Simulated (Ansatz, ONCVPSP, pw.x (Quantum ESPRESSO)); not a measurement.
## Equation-of-state test of one ONCV potential (Co (Z = 27))

Co, optimised norm-conserving Vanderbilt (ONCV), made with ONCVPSP 4.0.1.1 (patched build) (PBE, scalar-relativistic). Core [Ar], reference 3d7 4s1.5 (charge +0.5). Waves: 4s: rc 2.30 bohr, ncon 4, nbas 7, qcut 2.4 1/bohr, 2 projectors, debl 1.8 Ha; p scattering state at 0.07 Ha: rc 2.10 bohr, ncon 4, nbas 9, qcut 4.5 1/bohr, 2 projectors, debl 1.6 Ha; 3d: rc 1.55 bohr, ncon 4, nbas 8, qcut 9.8 1/bohr, 1 projector. Local part: polynomial inside 1.25 bohr (lpopt 4, dvloc0 6 Ha). Core correction: Teter function, fcfact 5.5, rcfact 1.55.

In the p channel the program set the typed energies aside and used 0.050, 1.650 Ha.

Atomic tests: cutoffs needed: 40 Ha and 44 Ha (the cutoffs (Ha) at which the residual kinetic energy of the hardest occupied pseudo-wave falls to 1 and 0.1 mHa per electron); ghost test: no bound ghost flagged; no localised positive-energy state flagged; largest excitation error: -1442 meV (all-electron minus pseudo) for 3d5 4s0, out of 4 test configurations.

Crystal test: bcc Co in pw.x 7.5, no spin, 17³ k-points, Fermi–Dirac smearing 0.01 Ry, cutoffs 105/420 Ry. The reference is all-electron LAPW (Ansatz 0.2.0) with the same functional, mesh and smearing; V0 and B0 come from Birch–Murnaghan fits to the pressures at five volumes. Errors are pseudo minus all-electron; Δ is the rms difference of the E(V) curves that follow from these fits, minima aligned, over ±6 % about the mean V0. Mesh and smearing are coarse, so the numbers serve the comparison and aren't converged zero-temperature values; the lattice is a test structure that the element need not adopt. Spin polarisation and strong correlation are left out, which matters for this element.

| V (Å³/atom) | P all-electron (GPa) | P pseudo (GPa) |
| --- | --- | --- |
| 10.087 | 13.21 | 18.01 |
| 10.353 | 6.01 | 10.63 |
| 10.618 | -0.22 | 4.19 |
| 10.883 | -5.61 | -1.44 |
| 11.149 | -10.27 | -6.35 |

All-electron: a0 = 2.768 Å (V0 = 10.61 Å³/atom), B0 = 232.6 GPa.

Pseudopotential: mean pressure error (GPa): +4.39; a0 (Å): 2.786; a0 error (%): +0.64; B0 error (%): -4.6; Δ (meV/atom): 10.1. This is a poor potential for the solid.

Question: At the middle volume, how do free energy and pressure move when the wave cutoff is lowered (ecutrho kept at four times it)?

Answer:

```csv
cutoff (Ry),shift of F (meV/atom),shift of P (GPa)
47,+33652.5,-1685.57
63,+4130.7,-406.79
84,+61.4,-13.59
```

The run at the middle volume (165 k-points, 8 iterations) took about 10 s on one core of a shared host (AMD EPYC 9R45 96-Core Processor, 96 threads, 376 GiB, load 34).
